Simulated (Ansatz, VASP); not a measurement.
## Two plane-wave programs on SiC

Contents of POSCAR:

```
SiC
1.0
    0.0000000000      2.1740000000      2.2392200000
    2.1740000000      0.0000000000      2.2392200000
    2.1740000000      2.1740000000      0.0000000000
Si C
1 1
Direct
    0.0000000000      0.0000000000      0.0000000000
    0.7500000000      0.7500000000      0.7500000000
```

File INCAR.step1:

```
SYSTEM = SiC
PREC = Accurate
ENCUT = 520
ISMEAR = 0
SIGMA = 0.05
LREAL = .FALSE.
LASPH = .TRUE.
NELM = 80
NBANDS = 11
GGA = PE
ALGO = Normal
EDIFF = 1E-4
LWAVE = .TRUE.
LCHARG = .FALSE.
```

File INCAR.step2:

```
SYSTEM = SiC
PREC = Accurate
ENCUT = 520
EDIFF = 1E-7
ISMEAR = 0
SIGMA = 0.05
LREAL = .FALSE.
LASPH = .TRUE.
NELM = 80
ALGO = Normal
ISIF = 2
LWAVE = .FALSE.
LCHARG = .FALSE.
METAGGA = R2SCAN
LMIXTAU = .TRUE.
NBANDS = 11
ISTART = 1
```

Contents of KPOINTS:

```
Automatic mesh
0
G
  12 12 12
  0 0 0
```

Input for Ansatz:

```yaml
crystal:
  lattice:
    - [0.0, 2.174, 2.23922]
    - [2.174, 0.0, 2.23922]
    - [2.174, 2.174, 0.0]
  atoms:
    - { symbol: Si, position: [0.0, 0.0, 0.0] }
    - { symbol: C, position: [0.75, 0.75, 0.75] }
basis:
  ecutwfc: 500
kpoints:
  mp_grid: { grid: [12, 12, 12] }
hamiltonian:
  xc: r2scan
scf:
  occupations: { method: gaussian, width: 0.05 }
output:
  forces: true
  stress: true
  eigenvalues: true
```

Change from the starting cell: strain +0.000 along x and y, +0.030 along z, atoms carried along.

Alike in both runs: task single point; functional r2SCAN; k mesh 12 × 12 × 12; occupations gaussian, width 0.05 eV; no spin polarisation.

|  | VASP | Ansatz |
| --- | --- | --- |
| version | VASP 6.6.1 | Ansatz 0.2.0 |
| potentials or method | VASP PAW PBE potentials, release 64 (Si, C) | scalar-relativistic, plane waves, PAW |
| plane-wave cutoff (eV) | 520 | 500 |
| valence electrons in the cell | 8 | 8 |

VASP gave:

| Item | Value |
| --- | --- |
| gap on the k mesh at the Fermi level (eV) | 1.58 |
| least direct gap on the mesh (eV) | 5.00 |
| pressure (GPa) | -5.4 |
| largest component of the traceless stress (GPa) | 5.82 |

Task: Estimate Ansatz's values.

Result: gap on the k mesh at the Fermi level (eV): 1.57; least direct gap on the mesh (eV): 4.99; pressure (GPa): -5.2; largest component of the traceless stress (GPa): 5.80.

With one functional, cell and mesh, what is left measures potentials, basis and numerics.

Caveats: the PAW data sets were made with another functional, which shifts forces and pressure a little (VASP). A k mesh can miss the band edges.
